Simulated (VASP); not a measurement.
# Si28C29 (a cell with a defect) in VASP: settings compared, part 2 of 2

VASP 6.6.1. The steps go on from the part before.

## (3) Single point, HSE06

POSCAR reads:

```
Si28C29                                 
1.0
    1.5465940000      8.0363460000      0.0000000000
   -7.7329770000     -2.6787820000      0.0000000000
    0.0000000000      0.0000000000     10.1265810000
  Si              C             
    28    29
Direct
     0.3316855389274690    0.6624166851315081    0.9375816213865104
     0.2025515917818515    0.2371903503382609    0.9474106232421519
     0.6193696081193575    0.5209350914137960    0.9395125784172599
     0.0479451524604269    0.8072837939109573    0.9377169285463584
     0.4763481528478447    0.0924144558729915    0.9393759078055894
     0.9053664038840166    0.3768968847217601    0.9399156476011257
     0.7629580683075854    0.9486449008413702    0.9400833715561121
     0.5227438505103821    0.9011397240504077    0.4378521069221982
     0.3801315108643929    0.4739587196608510    0.4385849680673932
     0.8055739133235660    0.7547368811605917    0.4361558258620812
     0.2367818473289248    0.0439210599095722    0.4381114679687596
     0.6662261024152495    0.3284739820532943    0.4385439663720573
     0.0942253245197382    0.6186210277571144    0.4360097119473080
     0.9511755928018342    0.1867397999928673    0.4390927081291562
     0.2890331562433941    0.8642355154286606    0.6881447975435881
     0.1478271503237097    0.4580309784901995    0.6818560522425408
     0.5694863916671977    0.7117265447880310    0.6888434466883813
     0.9817017843770169    0.9604227697605168    0.6816920428503296
     0.4480287420811117    0.2890982522722118    0.6886684957768741
     0.8563637715401106    0.5596545060602074    0.6871070313899255
     0.7201295592281997    0.1368473926069597    0.6880865825778130
     0.2849863952865745    0.8549493585037556    0.1875691010236379
     0.1410100272154290    0.4256571402543906    0.1901467621119284
     0.5693462106243368    0.7097986100447277    0.1876172977290795
     0.9977067752124055    0.9954633755356428    0.1902107769333124
     0.4301553412188482    0.2828722730692435    0.1911149163683811
     0.8561411035564712    0.5674522420897650    0.1875531533100253
     0.7138981015343231    0.1386798484205433    0.1884361865746420
     0.3400792269480391    0.6842225752453980    0.7496732342040339
     0.2431170289318567    0.3332546134129093    0.7707707931684493
     0.6254319537808017    0.5258883188429025    0.7508282535784714
     0.0426072355776983    0.7866590836747083    0.7493666641087232
     0.4855588449855277    0.0971779376022352    0.7510773424914974
     0.9050682220205485    0.3732886195660878    0.7508133846012512
     0.7624162209180709    0.9451588630886122    0.7513094877224770
     0.5225943261464149    0.9008226901251395    0.2500623249849483
     0.3797801019448204    0.4723689984801914    0.2513654156393622
     0.8065089704717860    0.7559445569763503    0.2499458761864126
     0.2374019620114629    0.0449595873752053    0.2511765381917361
     0.6669553908828806    0.3290720128348217    0.2520145873549709
     0.0945459520150605    0.6178073611508403    0.2499846755865324
     0.9514693921642453    0.1868544638455515    0.2520214915016244
     0.2855822795768086    0.8560459696445916    0.5006706159955546
     0.1418794525285218    0.4283153406677279    0.4982770982538714
     0.5700863527775990    0.7107402508649171    0.5013593046555762
     0.9966289162234204    0.9925526761348685    0.4981667756470898
     0.4261252363414902    0.2824297245295989    0.5032667277541886
     0.8553553028883603    0.5659678919468489    0.5002041007911788
     0.7138969539639811    0.1382236135045882    0.5014701924918368
     0.2855227069561256    0.8547240813246770    0.0005685649964431
     0.1407707096045696    0.4249280493627378    0.0045849787122832
     0.5698096019083768    0.7101619411542271    0.0003471977392182
     0.9979462996860549    0.9959270064965917    0.0046719450921259
     0.4366636754085944    0.2843890601386886    0.0063877595174344
     0.8576822740815692    0.5683395426521172    0.0008354233640386
     0.7141895751150731    0.1385199481916433    0.0008802381785480
     0.1790519459384825    0.1441944770250018    0.7707977205455582
```

INCAR.step1 reads:

```
ALGO     = Normal         # electronic algorithm
EDIFF    = 1E-5           # SCF threshold, eV
ENCUT    = 400            # plane-wave cutoff, eV
GGA      = PE             # functional
ICORELEVEL= 1            
ISIF     = 2              # what is computed and relaxed
ISMEAR   = 0              # smearing method
LASPH    = T              # aspherical terms in the spheres
LREAL    = Auto         
LWAVE    = T              # write WAVECAR
NELM     = 80             # most SCF steps
PREC     = Normal         # precision mode
SIGMA    = 0.01           # smearing width, eV
```

INCAR.step2 reads:

```
ALGO     = Normal         # electronic algorithm
EDIFF    = 1E-7           # SCF threshold, eV
ENCUT    = 400            # plane-wave cutoff, eV
GGA      = PE             # functional
HFSCREEN = 0.2            # screening, 1/A
ICORELEVEL= 1            
ISIF     = 2              # what is computed and relaxed
ISMEAR   = 0              # smearing method
ISTART   = 1            
LASPH    = T              # aspherical terms in the spheres
LCHARG   = F              # write CHGCAR
LHFCALC  = T              # exact exchange
LREAL    = Auto         
LWAVE    = F              # write WAVECAR
NELM     = 80             # most SCF steps
PREC     = Normal         # precision mode
PRECFOCK = Fast         
SIGMA    = 0.01           # smearing width, eV
```

KPOINTS reads:

```
k-points
0
Gamma
  1 1 1
```

Potentials or basis: VASP PAW PBE potentials, release 64 (Si, C).

On the command line:

```bash
$ cat potpaw_PBE.64/Si/POTCAR potpaw_PBE.64/C/POTCAR > POTCAR
$ cp INCAR.step1 INCAR
$ mpirun -np 8 vasp_gam > vasp.out
$ cp INCAR.step2 INCAR
$ mpirun -np 8 vasp_gam > vasp.out
```

It took 1.8 min on 8 MPI ranks of Intel Xeon Platinum 8488C (Sapphire Rapids), shared host; peak memory 0.38 GiB.

The run converged. Its results:

- Free energy: -495.5878 eV
- Largest force: 0.636 eV/Å
- Band gap on the k mesh: 1.91 eV, direct

Forces on the atoms (eV/Å):
```
Si   0.040 -0.067  0.069
Si   0.020 -0.173 -0.612
Si  -0.003  0.083  0.166
Si  -0.035 -0.051  0.178
Si   0.004  0.039  0.093
Si   0.018  0.065  0.148
Si  -0.022  0.067  0.143
Si   0.012  0.010  0.033
Si  -0.021 -0.005  0.073
Si  -0.020 -0.036 -0.108
Si   0.007 -0.052  0.055
Si   0.039  0.002 -0.019
Si  -0.047 -0.001 -0.065
Si  -0.006  0.022  0.011
Si  -0.081  0.071 -0.122
Si   0.099  0.492 -0.102
Si   0.042 -0.153 -0.190
Si  -0.163  0.454 -0.057
Si  -0.023  0.068 -0.340
Si   0.018 -0.034 -0.095
Si   0.100 -0.002 -0.110
Si   0.010 -0.056 -0.043
Si  -0.006 -0.027 -0.125
Si   0.018  0.026 -0.029
Si   0.016 -0.005 -0.152
Si   0.024 -0.013 -0.083
Si  -0.065  0.017 -0.116
Si  -0.015  0.042 -0.074
C   -0.045 -0.102 -0.072
C    0.467 -0.094  0.255
C    0.189 -0.039 -0.021
C   -0.077 -0.170 -0.126
C    0.077 -0.079  0.002
C   -0.091  0.105 -0.056
C   -0.111 -0.060 -0.062
C   -0.002  0.006 -0.011
C   -0.020  0.020  0.019
C    0.066 -0.105  0.110
C   -0.001  0.038  0.009
C   -0.004 -0.009  0.020
C   -0.046 -0.006  0.067
C    0.040 -0.020  0.035
C    0.033 -0.003  0.074
C    0.009 -0.048  0.034
C    0.022  0.024  0.070
C    0.049  0.002 -0.034
C   -0.007  0.057  0.054
C   -0.035  0.012  0.099
C   -0.041 -0.010  0.086
C   -0.016 -0.010 -0.004
C   -0.002  0.076  0.271
C    0.032  0.047  0.018
C   -0.003  0.086  0.283
C    0.012 -0.059  0.020
C   -0.011 -0.048  0.102
C   -0.030 -0.017  0.029
C   -0.415 -0.378  0.202
```

Levels at points of the mesh, in eV from the valence-band top:
```
           k point  band 112  band 113  band 114  band 115  band 116  band 117
(0.00, 0.00, 0.00)     -1.29     -1.28      0.00      1.91      3.15      3.19
```

Core levels (eV, on the scale of the bands):
```
atom                           levels
1 Si  1s -1771.7, 2s -125.4, 2p -81.4
2 Si  1s -1771.7, 2s -125.3, 2p -81.3
3 Si  1s -1771.7, 2s -125.4, 2p -81.4
4 Si  1s -1771.7, 2s -125.3, 2p -81.4
5 Si  1s -1771.7, 2s -125.4, 2p -81.4
6 Si  1s -1771.7, 2s -125.4, 2p -81.4
```

Caveat: the PAW data sets were made with another functional, which shifts forces and pressure a little.
